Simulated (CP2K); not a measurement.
# TiSi2 (Immm) in CP2K: relaxation of cell and atoms with PBEsol

Aim: the relaxation of cell and atoms of TiSi2 with PBEsol.

Everything below comes from runs of CP2K 2026.2. Logs are shortened: lines on timing, memory, paths and dates and some standing lists are left out, and cuts for length are marked.

## Step 1: The crystal as given

The structure is orthorhombic, space group Immm (No. 71). The conventional cell has a = 2.946 Å, b = 3.424 Å, c = 8.424 Å, α = 90.00°, β = 90.00°, γ = 90.00°. Ti (site symmetry mmm) has 10 Si at 2.67 to 2.78 Å and 2 Ti at 2.95 Å as nearest neighbours. Si (site symmetry mm2) has 7 Si at 2.63 to 2.95 Å and 5 Ti at 2.67 to 2.78 Å as nearest neighbours.

The cell comes from a database or a generator and needn't be the stable form of this composition.

## Step 2: Relaxation of cell and atoms, PBEsol, target pressure 2 GPa, at which the enthalpy is minimised

The input, tisi2_vcrelax.inp:

```
&GLOBAL
  PROJECT tisi2_vcrelax
  RUN_TYPE CELL_OPT
  PRINT_LEVEL LOW
&END GLOBAL
&FORCE_EVAL
  METHOD QS
  STRESS_TENSOR ANALYTICAL
  &DFT
    BASIS_SET_FILE_NAME BASIS_MOLOPT_UZH
    POTENTIAL_FILE_NAME POTENTIAL_UZH
    &MGRID
      CUTOFF 450
      REL_CUTOFF 60
      NGRIDS 5
    &END MGRID
    &QS
      METHOD GPW
      EPS_DEFAULT 1.0E-9
      EXTRAPOLATION USE_PREV_P
    &END QS
    &KPOINTS
      SCHEME MONKHORST-PACK 9 9 9
      GAMMA_CENTERED T
    &END KPOINTS
    &SCF
      SCF_GUESS ATOMIC
      EPS_SCF 1.0E-6
      MAX_SCF 100
      ADDED_MOS 15
      CHOLESKY OFF
      EPS_EIGVAL 1.0E-7
      &DIAGONALIZATION ON
        ALGORITHM STANDARD
      &END DIAGONALIZATION
      &MIXING ON
        METHOD BROYDEN_MIXING
        ALPHA 0.4
        BETA 1.5
        NBUFFER 8
      &END MIXING
      &SMEAR ON
        METHOD FERMI_DIRAC
        ELECTRONIC_TEMPERATURE [K] 580.226
      &END SMEAR
    &END SCF
    &XC
      &XC_FUNCTIONAL
        &GGA_X_PBE_SOL
        &END GGA_X_PBE_SOL
        &GGA_C_PBE_SOL
        &END GGA_C_PBE_SOL
      &END XC_FUNCTIONAL
    &END XC
    &PRINT
      &KPOINTS ON
      &END KPOINTS
      &MULLIKEN ON
        &EACH
          CELL_OPT 0
        &END EACH
        ADD_LAST NUMERIC
      &END MULLIKEN
      &MO ON
        ENERGIES T
        OCCUPATION_NUMBERS T
        &EACH
          QS_SCF 0
          CELL_OPT 0
        &END EACH
        ADD_LAST NUMERIC
      &END MO
    &END PRINT
  &END DFT
  &SUBSYS
    &CELL
      A 4.7793706975 0.0000000000 0.0000000000
      B 2.6448884034 3.9808227287 0.0000000000
      C -3.5526865491 -2.2877735516 2.2331356260
      PERIODIC XYZ
    &END CELL
    &COORD
      Ti  0.0000000000 0.0000000000 0.0000000000
      Si  4.9748326898 2.6674617324 0.0000000000
      Si  2.4494264111 1.3133609963 0.0000000000
    &END COORD
    &KIND Ti
      BASIS_SET TZVP-MOLOPT-PBE-GTH-q12
      POTENTIAL GTH-PBE-q12
    &END KIND
    &KIND Si
      BASIS_SET TZVP-MOLOPT-PBE-GTH-q4
      POTENTIAL GTH-PBE-q4
    &END KIND
    &PRINT
      &ATOMIC_COORDINATES ON
      &END ATOMIC_COORDINATES
      &CELL ON
      &END CELL
    &END PRINT
  &END SUBSYS
  &PRINT
    &FORCES ON
    &END FORCES
    &STRESS_TENSOR ON
    &END STRESS_TENSOR
  &END PRINT
&END FORCE_EVAL
&MOTION
  &CELL_OPT
    OPTIMIZER BFGS
    MAX_ITER 40
    MAX_FORCE [eV*angstrom^-1] 0.03
    RMS_FORCE [eV*angstrom^-1] 0.03
    MAX_DR 1.0E-2
    RMS_DR 1.0E-2
    EXTERNAL_PRESSURE [bar] 20000.0
    PRESSURE_TOLERANCE [bar] 500
    KEEP_SPACE_GROUP T
  &END CELL_OPT
  &PRINT
    &TRAJECTORY ON
    &END TRAJECTORY
    &CELL ON
    &END CELL
    &FORCES ON
    &END FORCES
    &STRESS ON
    &END STRESS
    &RESTART OFF
    &END RESTART
    &RESTART_HISTORY OFF
    &END RESTART_HISTORY
  &END PRINT
&END MOTION
```

Potentials or basis: POTENTIAL_UZH Ti GTH-PBE-q12, Si GTH-PBE-q4; TZVP-MOLOPT-PBE-GTH basis.

Launch:

```sh
$ OMP_NUM_THREADS=1 cp2k.psmp -i tisi2_vcrelax.inp -o tisi2_vcrelax.out
```

tisi2_vcrelax.out:

```text

 CP2K| version string:                                       CP2K version 2026.2
 CP2K| Input file name                                         tisi2_vcrelax.inp

 GLOBAL| Force Environment number                                              1
 GLOBAL| Basis set file name                                    BASIS_MOLOPT_UZH
 GLOBAL| Potential file name                                       POTENTIAL_UZH
 GLOBAL| MM Potential file name                                     MM_POTENTIAL
 GLOBAL| Coordinate file name                                      __STD_INPUT__
 GLOBAL| Method name                                                        CP2K
 GLOBAL| Project name                                              tisi2_vcrelax
 GLOBAL| Run type                                                       CELL_OPT
 GLOBAL| FFT library                                                       FFTW3
 GLOBAL| Diagonalization library                                       ScaLAPACK
 GLOBAL| Cholesky decomposition library                                ScaLAPACK
 GLOBAL| DGEMM library                                                      BLAS
 GLOBAL| Direct generalized diagonalization requested                          F
 GLOBAL| Matrix multiplication library                                 ScaLAPACK
 GLOBAL| Global print level                                                  LOW
 GLOBAL| Total number of message passing processes                             1
 GLOBAL| Number of threads for this process                                    1
 GLOBAL| CPU model name                          AMD EPYC 9R45 96-Core Processor

 CELL| Volume [angstrom^3]:                                            42.487253
 CELL| Vector a [angstrom]:       4.779     0.000     0.000   |a| =     4.779371
 CELL| Vector b [angstrom]:       2.645     3.981     0.000   |b| =     4.779371
 CELL| Vector c [angstrom]:      -3.553    -2.288     2.233   |c| =     4.779371
 CELL| Angle (b,c), alpha [degree]:                                   144.101702
 CELL| Angle (a,c), beta  [degree]:                                   138.016520
 CELL| Angle (a,b), gamma [degree]:                                    56.399639
 CELL| Numerically orthorhombic:                                              NO
 CELL| Periodicity                                                           XYZ

 CELL_REF| Volume [angstrom^3]:                                        42.487253
 CELL_REF| Vector a [angstrom     4.779     0.000     0.000   |a| =     4.779371
 CELL_REF| Vector b [angstrom     2.645     3.981     0.000   |b| =     4.779371
 CELL_REF| Vector c [angstrom    -3.553    -2.288     2.233   |c| =     4.779371
 CELL_REF| Angle (b,c), alpha [degree]:                               144.101702
 CELL_REF| Angle (a,c), beta  [degree]:                               138.016520
 CELL_REF| Angle (a,b), gamma [degree]:                                56.399639
 CELL_REF| Numerically orthorhombic:                                          NO
 CELL_REF| Periodicity                                                       XYZ

[... 9 lines left out ...]

  Total number of            - Atomic kinds:                                   2
                             - Atoms:                                          3
                             - Shell sets:                                     3
                             - Shells:                                        25
                             - Primitive Cartesian functions:                 14
                             - Cartesian basis functions:                     77
                             - Spherical basis functions:                     69

  Maximum angular momentum of- Orbital basis functions:                        3
                             - Local part of the GTH pseudopotential:          2
                             - Non-local part of the GTH pseudopotential:      3

 MODULE QUICKSTEP: ATOMIC COORDINATES IN ANGSTROM

   Atom Kind Element         X             Y             Z       Z(eff)     Mass
      1    1 Ti   22      0.000000      0.000000      0.000000  12.0000  47.8670
      2    2 Si   14      4.974833      2.667462      0.000000   4.0000  28.0855
      3    2 Si   14      2.449426      1.313361      0.000000   4.0000  28.0855

 SCF PARAMETERS         Density guess:                                    ATOMIC
                        --------------------------------------------------------
                        max_scf:                                             100
                        max_scf_history:                                       0
                        max_diis:                                              4
[... 5 lines left out ...]
                        --------------------------------------------------------
[... 980 lines left out ...]
 OPT| Pressure deviation [bar]                                  -9948.9267572748
 OPT| Pressure tolerance [bar]                                    500.0000000000
 OPT| Pressure is converged                                                   NO
 OPT| **************************************************************************
[... 102 lines left out ...]
 OPT| Total energy [hartree]                                      -65.8775362301
 OPT| Internal pressure [bar]                                   13724.0824830347
 OPT| Effective energy change [hartree]                             0.0002042263
 OPT| Predicted energy change [hartree]                            -0.0000237322
 OPT| Scaling factor                                                0.0000000000
 OPT| Step size                                                     0.0286791316
 OPT| Trust radius                                                  0.4724315332
 OPT| Decrease in energy                                                      NO
 OPT|
 OPT| Maximum step size                                             0.0286791316
 OPT| Convergence limit for maximum step size                       0.0100000000
 OPT| Maximum step size is converged                                          NO
 OPT|
 OPT| RMS step size                                                 0.0113513432
 OPT| Convergence limit for RMS step size                           0.0100000000
 OPT| RMS step size is converged                                              NO
 OPT|
 OPT| Maximum gradient                                              0.0013556018
 OPT| Convergence limit for maximum gradient                        0.0005834072
 OPT| Maximum gradient is converged                                           NO
 OPT|
 OPT| RMS gradient                                                  0.0004638752
 OPT| Convergence limit for RMS gradient                            0.0005834072
 OPT| RMS gradient is converged                                              YES
 OPT|
 OPT| Pressure deviation [bar]                                  -6275.9175169653
 OPT| Pressure tolerance [bar]                                    500.0000000000
 OPT| Pressure is converged                                                   NO
 OPT| **************************************************************************
[... 102 lines left out ...]
 OPT| Scaling factor                                                0.0000000000
 OPT| Step size                                                     0.0100310377
 OPT| Trust radius                                                  0.4724315332
 OPT| Decrease in energy                                                      NO
 OPT|
 OPT| Maximum step size                                             0.0100310377
 OPT| Convergence limit for maximum step size                       0.0100000000
 OPT| Maximum step size is converged                                          NO
 OPT|
 OPT| RMS step size                                                 0.0044997004
 OPT| Convergence limit for RMS step size                           0.0100000000
 OPT| RMS step size is converged                                             YES
 OPT|
 OPT| Maximum gradient                                              0.0005412920
 OPT| Convergence limit for maximum gradient                        0.0005834072
 OPT| Maximum gradient is converged                                          YES
 OPT|
 OPT| RMS gradient                                                  0.0002414386
 OPT| Convergence limit for RMS gradient                            0.0005834072
 OPT| RMS gradient is converged                                              YES
 OPT|
 OPT| Pressure deviation [bar]                                  -2090.1285342073
 OPT| Pressure tolerance [bar]                                    500.0000000000
 OPT| Pressure is converged                                                   NO
 OPT| **************************************************************************
[... 101 lines left out ...]
 OPT| Scaling factor                                                0.0000000000
 OPT| Step size                                                     0.0028372436
 OPT| Trust radius                                                  0.4724315332
 OPT| Decrease in energy                                                      NO
 OPT|
 OPT| Maximum step size                                             0.0028372436
 OPT| Convergence limit for maximum step size                       0.0100000000
 OPT| Maximum step size is converged                                         YES
 OPT|
 OPT| RMS step size                                                 0.0010385376
 OPT| Convergence limit for RMS step size                           0.0100000000
 OPT| RMS step size is converged                                             YES
 OPT|
 OPT| Maximum gradient                                              0.0003865984
 OPT| Convergence limit for maximum gradient                        0.0005834072
 OPT| Maximum gradient is converged                                          YES
 OPT|
 OPT| RMS gradient                                                  0.0001697004
 OPT| Convergence limit for RMS gradient                            0.0005834072
 OPT| RMS gradient is converged                                              YES
 OPT|
 OPT| Pressure deviation [bar]                                   -269.7281013807
 OPT| Pressure tolerance [bar]                                    500.0000000000
 OPT| Pressure is converged                                                  YES
 OPT| **************************************************************************

 *******************************************************************************
 ***                    GEOMETRY OPTIMIZATION COMPLETED                      ***
 *******************************************************************************

 write_final_structure: Optimization converged, writing XYZ file gladly:
  tisi2_vcrelax-FINAL-1_9.xyz

 write_final_structure: Optimization converged, writing CIF file gladly:
  tisi2_vcrelax-FINAL-1_9.cif

 write_final_structure: Done!

                    Reevaluating energy at the minimum

 CELL| Volume [angstrom^3]:                                            41.203486
 CELL| Vector a [angstrom]:       4.728     0.000     0.000   |a| =     4.727599
 CELL| Vector b [angstrom]:       2.598     3.936     0.000   |b| =     4.715775
 CELL| Vector c [angstrom]:      -3.542    -2.311     2.215   |c| =     4.774082
 CELL| Angle (b,c), alpha [degree]:                                   144.362259
 CELL| Angle (a,c), beta  [degree]:                                   137.902213
 CELL| Angle (a,b), gamma [degree]:                                    56.567947
 CELL| Numerically orthorhombic:                                              NO
 CELL| Periodicity                                                           XYZ
[... 463 lines left out ...]
 MO|     24               1.090973              29.686883               0.000000
 MO|     25               1.109375              30.187635               0.000000
 MO| Sum:                                                              21.999886
 MO| E(Fermi):            0.401099 a.u.         10.914447 eV

 [... the levels of further k-points ...]

 !-----------------------------------------------------------------------------!
                     Mulliken Population Analysis

 #  Atom  Element  Kind  Atomic population                           Net charge
       1     Ti       1         11.676104                              0.323896
       2     Si       2          4.161953                             -0.161953
       3     Si       2          4.161943                             -0.161943
 # Total charge                             20.000000                  0.000000

 !-----------------------------------------------------------------------------!

 ENERGY| Total FORCE_EVAL ( QS ) energy [hartree]            -65.877359936095374
```

Run time: 13 min. Hardware: 1 thread of AMD EPYC 9R45 (Zen 5), shared host; peak memory 0.67 GiB.

Results:

```yaml
Free_energy: -1792.6141 eV
Energy_change_on_relaxing_the_enthalpy_is_what_falls: +2.7 meV/atom
Ionic_steps: 11
Pressure_after_relaxing: 1.9 GPa
Largest_force_after_relaxing: 0.036 eV/Å
Band_gap_on_the_k_mesh: none (metal or under the smearing width)
Mulliken_charges: Ti +0.32; Si -0.16 e
```

Forces on the atoms (eV/Å):
```
Ti   0.000  0.000  0.000
Si   0.014  0.019  0.026
Si  -0.014 -0.019 -0.026
```

The path:
```
step  energy change (eV)  largest force (eV/Å)  volume (Å³)
   1              0.0000                0.1117        42.49
   2             -0.0024                0.0998        42.33
   3              0.0013                0.0079        41.18
   4             -0.0004                0.0122        41.26
   5             -0.0012                0.0143        41.30
   6             -0.0031                0.0173        41.39
   7             -0.0022                0.0167        41.43
   8              0.0034                0.0261        41.35
   9              0.0072                0.0350        41.25
  10              0.0082                0.0356        41.20
  11              0.0082                0.0356        41.20
```

Levels at points of the mesh, in eV from the Fermi level:
```
           k point  band 7  band 8  band 9  band 10  band 11  band 12  band 13  band 14
(0.00, 0.00, 0.00)   -4.10   -2.29   -0.70     0.92     2.18     2.50     3.10     3.96
```

Caveat: Mulliken charges move with the basis; more than 0.5 GPa of stress was left at the end, so the final cell isn't listed; the potentials were made for another functional, which shifts forces and pressure; the basis of atomic orbitals isn't converged, which shifts pressures, moduli and gaps.
